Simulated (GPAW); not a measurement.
Here is a GPAW 26.7.0 calculation.

The input run.py:

```python
from ase.calculators.mixing import SumCalculator
from ase.eos import EquationOfState
from ase.io import Trajectory, read
from ase.units import GPa
from dftd3.ase import DFTD3
from gpaw import GPAW, PW

atoms = read('Au.cif')

traj = Trajectory('eos.traj', 'w')
volumes, energies = [], []
for x in [0.94, 0.96, 0.98, 1.0, 1.02, 1.04, 1.06]:
    a = atoms.copy()
    a.set_cell(atoms.cell * x**(1 / 3), scale_atoms=True)
    calc = GPAW(mode=PW(600),
                xc='MGGA_X_SCAN+MGGA_C_SCAN',
                kpts={'size': (11, 11, 11), 'gamma': True},
                occupations={'name': 'fermi-dirac', 'width': 0.05},
                nbands=14,
                convergence={'density': 1e-05, 'energy': 1e-05},
                maxiter=150,
                txt=f'eos-{x:.2f}.txt')
    a.calc = SumCalculator([calc, DFTD3(method='scan', damping='d3zero')])
    energies.append(a.get_potential_energy())
    volumes.append(a.get_volume())
    p = -a.get_stress()[:3].mean() / GPa
    calc.write(f'eos-{x:.2f}.gpw')
    traj.write(a)
    print(f'{x:.2f} {volumes[-1]:10.4f} A^3 {energies[-1]:14.6f} eV {p:9.3f} GPa', flush=True)

v0, e0, B = EquationOfState(volumes, energies, eos='birchmurnaghan').fit()
print(f'V0 = {v0:.4f} A^3, E0 = {e0:.6f} eV, B0 = {B / GPa:.2f} GPa')
```

Au.cif

```cif
data_Au
_cell_length_a 2.87792460
_cell_length_b 2.87792460
_cell_length_c 2.87792460
_cell_angle_alpha 60.00000000
_cell_angle_beta 60.00000000
_cell_angle_gamma 60.00000000
_space_group_name_H-M_alt 'P1'
_space_group_name_Hall 'P 1'
_space_group_IT_number 1
loop_
_space_group_symop_operation_xyz
'x,y,z'
loop_
_atom_site_label
_atom_site_type_symbol
_atom_site_symmetry_multiplicity
_atom_site_Wyckoff_symbol
_atom_site_fract_x
_atom_site_fract_y
_atom_site_fract_z
_atom_site_occupancy
Au1 Au 1 a 0.0000000000 0.0000000000 0.0000000000 1
```

Potentials or basis: GPAW PAW data sets (gpaw-data 1.2.1), pw.

The run is started by

```console
$ OMP_NUM_THREADS=1 python run.py
```

Problem. Predict the equilibrium volume.

Solution. 17.21 Å³/atom (rough: see the caveat).

Problem. Predict the bulk modulus.

Solution. 175 GPa (rough).

Energy against volume, from the lowest point:
| volume (Å³/atom) | energy (meV/atom) |
| --- | --- |
| 15.843 | 72.64 |
| 16.181 | 39.24 |
| 16.518 | 17.02 |
| 16.855 | 4.32 |
| 17.192 | 0.00 |
| 17.529 | 3.00 |
| 17.866 | 12.40 |

Caveat: with this Au data set, volumes or pressures lay over 1.5 % or 2 GPa off other programs in two to four cells of ten; the points scatter about the fit; the PAW data sets were made with another functional, which shifts forces and pressure a little. The run has no spin-orbit coupling, so splittings on Au are missing.
